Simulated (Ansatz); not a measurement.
**BeS: computed properties**

These are results of DFT PBE, scalar-relativistic, plane waves, PAW in Ansatz 0.2.0, not measurements.

Cutoff 420 eV; k points 8×8×8 on the computed 2-atom cell (Γ-centred); Gaussian smearing, width 0.02 eV; no spin polarisation.

The structure is relaxed at this level of theory with its symmetry kept.

```cif
data_structure
_symmetry_space_group_name_H-M 'F-43m'
_symmetry_Int_Tables_number 216
_cell_length_a 4.8758
_cell_length_b 4.8758
_cell_length_c 4.8758
_cell_angle_alpha 90.000
_cell_angle_beta 90.000
_cell_angle_gamma 90.000
_cell_volume 115.92
loop_
_atom_site_label
_atom_site_type_symbol
_atom_site_symmetry_multiplicity
_atom_site_Wyckoff_symbol
_atom_site_fract_x
_atom_site_fract_y
_atom_site_fract_z
_atom_site_occupancy
Be1 Be 4 a 0.00000 0.00000 0.00000 1
S1 S 4 d 0.25000 0.25000 0.75000 1
```

| Quantity | Value |
| --- | --- |
| Space group | F-43m (No. 216) |
| Volume per atom | 14.49 Å³ |
| Formation energy from the elements' standard states (uncorrected) | -1.070 eV/atom |
| Kohn–Sham band gap | 3.14 eV, indirect from Γ to X |
| Löwdin character of the top 1 eV of the valence band | S 3p 93 %, unprojected 6 % |
| Electron masses at the edge by Cartesian direction of the standard setting (m_e; degenerate bands sorted by energy; no spin-orbit coupling) | x: 0.84; y: 0.29; z: 0.29 |
| Hole masses at the edge by Cartesian direction of the standard setting (m_e; degenerate bands sorted by energy; no spin-orbit coupling) | x: 0.57, 0.57, 0.34; y: 0.57, 0.57, 0.34; z: 0.57, 0.57, 0.34 |
| Bulk modulus | 93 GPa |
| Its pressure derivative | 3.8 |
| Electronic dielectric constant xx, yy, zz of the standard setting (independent particles) | 5.7, 5.7, 5.7 |
| Bader charges (e) | Be (1 in the cell) 1.62, S (1 in the cell) -1.62 |